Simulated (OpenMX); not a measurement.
## FePt (Tetraferroplatinum) under changes of volume

One of the cells (13.796 Å³/atom); the others are scaled copies at fixed shape and fractional positions:

```
CELL_PARAMETERS angstrom
2.72350 0.00000 0.00000
0.00000 2.72350 0.00000
0.00000 0.00000 3.72000
ATOMIC_POSITIONS crystal
Pt 0.50000 0.50000 0.50000
Fe 0.00000 0.00000 0.00000
```

- Program: OpenMX 3.8.5
- Functional: LDA
- Potentials or basis: OpenMX 2013 LDA set, Pt7.0-s3p2d2f1, Fe6.0H-s3p2d2, fixed grid of 36 × 36 × 50 points
- k mesh: 11 × 11 × 7
- Occupations: fermi-dirac, width 0.05 eV
- Spin: collinear spin, ferromagnetic start
- Starting moments: [0.0, 3.0] μB

```tsv
volume (Å³/atom)	energy over the lowest point (meV/atom)	moment (μB per cell)
12.969	0.75	3.08
13.245	0.00	3.12
13.521	8.44	3.15
13.796	?	?
14.072	48.88	3.22
14.348	78.49	3.27
14.624	113.16	3.32
```

Problem. What does the run at 13.796 Å³/atom give?

Solution. Energy over the lowest point 25.11 meV/atom; moment 3.18 μB per cell.

Worked out: A Birch-Murnaghan fit of order 3 (a polynomial in V^(-2/3)) to the other rows has its minimum at 13.13 Å³/atom with B0 = V·E''(V) = 278 GPa and B' = 6.2 at fixed shape and positions, which overstates the stiffness. It gives 25.18 meV/atom at 13.796 Å³/atom, against the run's 25.11. A parabola through the other rows of the moment, of slope 0.141 μB per Å³/atom there, gives 3.18 μB, against the run's 3.18.

Energies are extrapolated to zero smearing.

Caveats: the basis of atomic orbitals isn't converged, which shifts pressures, moduli and gaps.
